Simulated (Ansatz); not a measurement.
# hcp against fcc along group 14

The calculation used DFT, PBEsol, plane waves (420 eV) with PAW, scalar-relativistic in Ansatz 0.2.0. The PAW files were generated under PBE, with cores re-solved for the functional.

Each structure is relaxed within its symmetry, in the lowest magnetic state of the tried starts. Differences under about 8 meV lie within the error of the k-point mesh.

| element | E(hcp) − E(fcc) (meV/atom) | V(hcp) (Å³/atom) | V(fcc) (Å³/atom) | state of hcp | state of fcc |
| --- | --- | --- | --- | --- | --- |
| Si | -30 | 13.99 | 14.03 | spin not included | spin not included |
| Ge | 1 | 18.35 | 18.51 | spin not included | spin not included |
| Sn | -3 | 26.23 | 26.55 | spin not included | spin not included |
| Pb | 12 | 29.83 | 29.90 | spin not included | spin not included |
